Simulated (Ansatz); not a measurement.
As in Ansatz: the effect of target pressure

Crystal: As.

```
As
1.0
     1.82500   -5.50000    0.00000
     1.82500    5.50000    0.00000
     0.00000    0.00000    4.47000
As
4
Direct
  0.39000 0.61000 0.56000
  0.89000 0.11000 0.94000
  0.61000 0.39000 0.44000
  0.11000 0.89000 0.06000
```

This isn't the form of As at room conditions, which is rhombohedral.

Alike in all runs:

```yaml
Program: Ansatz 0.2.0
Task: relaxation of cell and atoms
Functional: PBEsol
Potentials_or_basis: Ansatz PAW
Cutoff: "420 eV (not typed: the program's choice for these potentials)"
k_mesh: 8 × 8 × 6
Occupations: fermi-dirac, width 0.05 eV
Spin: no spin polarisation
```

Each run relaxes the cell or the atoms first.

| target pressure | relaxed volume (Å³/atom) |
| --- | --- |
| 0 GPa | 21.63 |
| 2 GPa | 20.53 |
| 5 GPa | ? |
| 10 GPa | 18.27 |
| 20 GPa | 16.65 |
| 30 GPa | 15.35 |

Task: What does the run with target pressure 5 GPa give?

Result: Relaxed volume 19.47 Å³/atom.

Worked out: A parabola through the other rows of the relaxed volume, of slope -0.298 Å³/atom per GPa there, gives 19.79 Å³/atom, against the run's 19.47.

Caveats: the plane-wave basis is chosen anew once the cell has moved, so the energies of steps on either side of that aren't comparable; the PAW data sets come from PBE, with cores solved anew for the run's functional, which leaves a small shift of forces and pressure; the volume moved by over 15 % at a fixed basis, so the end points are rough (some runs).
